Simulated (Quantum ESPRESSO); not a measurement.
Crystal: Pd.

```
Pd
1.0
     0.00000    1.94650    1.94650
     1.94650    0.00000    1.94650
     1.94650    1.94650    0.00000
Pd
1
Direct
  0.00000 0.00000 0.00000
```

Base run:

- Program: Quantum ESPRESSO 7.5
- Functional: r2SCAN
- Potentials or basis: SG15 PBE 1.2
- Cutoff: 952 eV
- Density cutoff: 3810 eV
- k mesh: 9 × 9 × 9
- Occupations: fermi-dirac, width 0.05 eV
- Spin: no spin polarisation

Its results: band gap on the k mesh none (metal or under the smearing width); pressure 0.6 GPa.

**Question.** The run is repeated on the same cell with these changes: functional from r2SCAN to SCAN. What comes out?

**Answer.** Band gap on the k mesh none (metal or under the smearing width); pressure -0.7 GPa.

Caveats: the potentials were made for another functional, which shifts forces and pressure.
